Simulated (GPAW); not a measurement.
# Sn (P-1) in GPAW: single point with LDA

Aim: the single point of Sn with LDA.

All numbers are computed with GPAW 26.7.0; they aren't measurements. Logs are shortened: lines on timing, memory, paths and dates and some standing lists are left out, and cuts for length are marked. The log counts tension as positive stress, the text compression.

## Step 1: The cell of the first run

The typed cell holds 1 atom: a = 3.234 Å, b = 3.520 Å, c = 3.421 Å, α = 119.67°, β = 114.67°, γ = 94.75°.

This isn't the form of Sn at room conditions, which is tetragonal (white tin).

## Step 2: Single point, LDA (cell sheared at random, sigma 0.06, atoms nudged by 0.01 Å)

The input, run.py:

```python
from ase import Atoms
from ase.dft.bandgap import bandgap
from ase.io import write
from ase.units import GPa
from gpaw import GPAW, PW

atoms = Atoms(['Sn'],
              cell=[[-1.66643981, 1.70778749, 2.18280218],
                    [1.79387178, -1.85892325, 2.39165312],
                    [1.69371338, 1.88544402, -2.29756241]],
              scaled_positions=[[0.0, 0.0, 0.0]],
              pbc=True)

calc = GPAW(mode=PW(400),
            xc='LDA',
            kpts={'size': (8, 8, 8), 'gamma': True},
            occupations={'name': 'fermi-dirac', 'width': 0.05},
            nbands=14,
            maxiter=120,
            txt='gpaw.txt')
atoms.calc = calc
energy = atoms.get_potential_energy()
forces = atoms.get_forces()
stress = atoms.get_stress()
calc.write('gs.gpw')
write('result.traj', atoms)
print(f'Energy: {energy:.6f} eV')
print('Forces (eV/A):')
print(forces.round(4))
print('Stress (GPa):', (stress / GPa).round(3))
print('Fermi level:', round(calc.get_fermi_level(), 4), 'eV')
print(f'Gap: {bandgap(calc)[0]:.4f} eV, direct: {bandgap(calc, direct=True)[0]:.4f} eV')
```

Potentials or basis: the program's PAW data sets (release 1.2.1) made for this functional, pw.

Started as:

```
> OMP_NUM_THREADS=1 python run.py
```

gpaw.txt:

```text
__  _  _
 | _ |_)|_||  |
 |__||  | ||/\| - 26.7.0

Input parameters:
  mode=PW(ecut=400.0),
  kpts=MonkhorstPack(size=(8, 8, 8), gamma=True),
  maxiter=120,
  nbands=14,
  occupations=Occupations(name='fermi-dirac', width=0.05),
  xc=XC(name='LDA')

Diagonalizing LCAO Hamiltonian
Converting LCAO to pw mode

       Sn

Atoms  # Å, Bohr magnetons
|   | symbol |        x |        y |        z |    initial magnetic moments |
|---|--------|----------|----------|----------|-----------------------------|
| 0 |     Sn | 0.000000 | 0.000000 | 0.000000 | ( 0.0000,  0.0000,  0.0000) |

Unit cell  # Å
| periodic |         x |         y |         z |  lengths |     angles |
|----------|-----------|-----------|-----------|----------|------------|
|      yes | -1.666440 |  1.707787 |  2.182802 | 3.233912 | 119.671251 |
|      yes |  1.793872 | -1.858923 |  2.391653 | 3.520451 | 114.670818 |
|      yes |  1.693713 |  1.885444 | -2.297562 | 3.420871 |  94.753850 |

Number of symmetries: 2
Symmetry operations  # r_c * U_cc + t_c -> r_c
|   | kind |            matrix            |
|---|------|------------------------------|
| 0 |  E   |  1, 0, 0,  0, 1, 0,  0, 0, 1 |
| 1 |  i   | -1, 0, 0,  0,-1, 0,  0, 0,-1 |

BZ-sampling:
  Number of BZ points: 512
  Number of IBZ points: 260

  Monkhorst-Pack size: [8, 8, 8]
  Monkhorst-Pack shift: [0.0625, 0.0625, 0.0625]

K-points  # in reciprocal-cell coordinates
|     |                                coordinates |     weight |
|-----|--------------------------------------------|------------|
|   0 | (  0.00000000,   0.00000000,   0.00000000) | 0.00195312 |
|   1 | (  0.00000000,   0.00000000,   0.12500000) | 0.00390625 |
|   2 | (  0.00000000,   0.00000000,   0.25000000) | 0.00390625 |
|   3 | (  0.00000000,   0.00000000,   0.37500000) | 0.00390625 |
|   4 | (  0.00000000,   0.00000000,   0.50000000) | 0.00195312 |
|   5 | (  0.00000000,   0.12500000,  -0.37500000) | 0.00390625 |
|   6 | (  0.00000000,   0.12500000,  -0.25000000) | 0.00390625 |
|   7 | (  0.00000000,   0.12500000,  -0.12500000) | 0.00390625 |
|   8 | (  0.00000000,   0.12500000,   0.00000000) | 0.00390625 |
|   9 | (  0.00000000,   0.12500000,   0.12500000) | 0.00390625 |
| ... |                                            |            |
| 259 | (  0.50000000,   0.50000000,   0.50000000) | 0.00195312 |

Plane wave coefficients: 531
Cutoff: 400.0 eV

Spin-components: 1 (collinear spins)
Bands:           14
Projectors:      6
Spin-degeneracy: 2
Datatype:        complex128

Parallelization:
  kpt:    1
  domain: 1
  band:   1

Density:
  Valence electrons: 14.0
  Components: 1
  Grid points: [15 18 16]
  Charge: 0.0  # |e|

Potential:
  Grid points: [15 18 16]

species:
  Sn:
    name:    Tin
    Z:       50.0
    valence: 14
    core:    36
    charge:  0.0  # [|e|]
    compensation charges:
      type: gauss
      rc: 0.38  # [Å]
      lmax: 2
    cutoffs:
      filter: 2.23  # [Å]
      core: 2.35  # [Å]
    projectors
    | kind |    occ | energy [eV] | rcut [Å] |
    |------|--------|-------------|----------|
    |   5s |  2.000 |     -10.799 |    1.201 |
    |   5p |  2.000 |      -3.869 |    1.270 |
    |   4d | 10.000 |     -25.910 |    1.185 |
    |    s |        |      16.413 |    1.201 |
    |    p |        |      23.342 |    1.270 |
    |    d |        |       1.302 |    1.185 |

    Using partial waves for Sn as LCAO basis

Reference energy: -167865.586811  # eV

eigensolver:
  PPCG
  Converge bands: occupied
  niter=2

density mixing:
  MSR1-Mixer
  Pratt-step length: 0.05
  Maximum mixing coefficient: 0.75
  Old densities: 10
  SVD Regularization: 0.005
  Good broyden scale: 1.0
  Trust region scale: 1.0
  Backstep threshold: 4.0
  History deletion threshold: 6.0
  Fourier metric: weight=20.0, sigma=0.015

occupation numbers:
  Fermi-Dirac:
    width: 0.0500  # eV

poisson solver:
  ecut: 3200.0  # eV

xc functional:
  name: None

convergence criteria:
- Maximum [total energy] change in last 3 cyles: 0.0005 eV / valence electron
- Maximum integral of absolute [dens]ity change: 0.0001 electrons / valence electron
- Maximum integral of absolute [eigenst]ate change: 4e-08 eV^2 / valence electron
maximum number of iterations: 120

SCF iterations
|iter     | |      energy | eigst |  dens |
|---------|-|-------------|-------|-------|
|iter:   1| |   -4.517738 | -0.43 |       |
|iter:   2| |   -4.516090 | -2.97 | -1.79 |
|iter:   3| |   -4.501149 | -3.08 | -1.81 |
|iter:   4| |   -4.500823 | -4.55 | -2.40 |
|iter:   5| |   -4.500833c| -5.04 | -3.03 |
|iter:   6| |   -4.500837c| -6.47 | -3.89 |
|iter:   7| |   -4.500837c| -7.59c| -4.64c|

Converged in 7 steps
Energy contributions relative to reference atoms: (reference = -167865.586811)

Energy contributions:
  Kinetic:           2.849170
  Coulomb:          -3.232739
  Zero:              0.106346
  External:          0.000000
  Xc:               -4.222040
  Entropy:          -0.003147
  Spinorbit:         0.000000
  ----------------------------
  Free energy:      -4.502411
  Extrapolated:     -4.500837

dipole moment: (-6.215367, -5.919002, -7.770783)  # |e|*Ang

Fermi level: 6.462
Eigenvalues  # (at kpt = [0.000, 0.000, 0.000])
| band index |      eig [eV] | occ [0-2] |
|------------|---------------|-----------|
|          0 |       -15.039 |     2.000 |
|          1 |       -15.012 |     2.000 |
|          2 |       -14.954 |     2.000 |
|          3 |       -14.947 |     2.000 |
|          4 |       -14.897 |     2.000 |
|          5 |        -4.426 |     2.000 |
|          6 |        12.465 |     0.000 |
|          7 |        13.414 |     0.000 |
|          8 |        14.526 |     0.000 |
|          9 |        16.793 |     0.000 |
|         10 |        17.602 |     0.000 |
|         11 |        17.633 |     0.000 |
|         12 |        19.234 |     0.000 |
|         13 |        20.360 |     0.000 |

No gap
No difference between direct/indirect transitions

Forces  # eV/Ang
|       x |       y |       z |
|---------|---------|---------|
| 0.00000 | 0.00000 | 0.00000 |  # Sn   0

Stress tensor  # eV/Ang^3
|        x |         y |         z |
|----------|-----------|-----------|
| 0.057663 |  0.003441 |  0.004981 |
| 0.003441 |  0.054053 | -0.010710 |
| 0.004981 | -0.010710 |  0.050109 |

# Writing to gs.gpw (mode='')
```

It took 33 s on 1 thread of Intel Xeon Platinum 8259CL at 2.50GHz (Skylake/Cascade Lake), shared host; peak memory 0.18 GiB.

These settings aren't checked as converged: the numbers below hold their error.

Results:

| Item | Value |
| --- | --- |
| Free energy | -4.5024 eV |
| Pressure | -8.6 GPa |
| Band gap on the k mesh | none (metal or under the smearing width) |

Caveat: the cutoff is short for stress and forces, so pressures can be off by a GPa or more.
